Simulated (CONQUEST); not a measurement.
**HfN under changes of volume**

One of the cells (11.712 Å³/atom); the others are scaled copies at fixed shape and fractional positions:

```
CELL_PARAMETERS angstrom
3.21160 0.00000 0.00000
0.00000 3.21160 0.00000
0.00000 0.00000 4.54188
ATOMIC_POSITIONS crystal
Hf 0.00000 0.00000 0.00000
Hf 0.50000 0.50000 0.50000
N 0.00000 0.00000 0.50000
N 0.50000 0.50000 0.00000
```

```yaml
Program: CONQUEST 1.3
Functional: PBEsol
Potentials_or_basis: PseudoDojo NC PBEsol, DZP, grid of 36 × 36 × 48 points
k_mesh: 8 × 8 × 6
Occupations: fermi-dirac, width 0.05 eV
Spin: no spin polarisation
```

```csv
volume (Å³/atom),energy over the lowest point (meV/atom),pressure (GPa)
10.793,27.35,18.8
11.023,5.44,11.8
11.712,0.00,-6.9
11.941,?,?
12.171,33.64,-16.0
```

**Question.** What does the run at 11.941 Å³/atom give?

**Answer.** Energy over the lowest point 13.59 meV/atom; pressure -11.8 GPa.

Worked out: A Birch-Murnaghan fit of order 2 (a polynomial in V^(-2/3)) to the other rows has its minimum at 11.42 Å³/atom with B0 = V·E''(V) = 292 GPa. It gives 13.32 meV/atom at 11.941 Å³/atom, against the run's 13.59, and -dE/dV = -12.0 GPa, against -11.8.

Energies are extrapolated to zero smearing.

Caveats: the basis of atomic orbitals isn't converged, which shifts pressures, moduli and gaps; the real-space grid breaks the cell's symmetry a little (some runs).
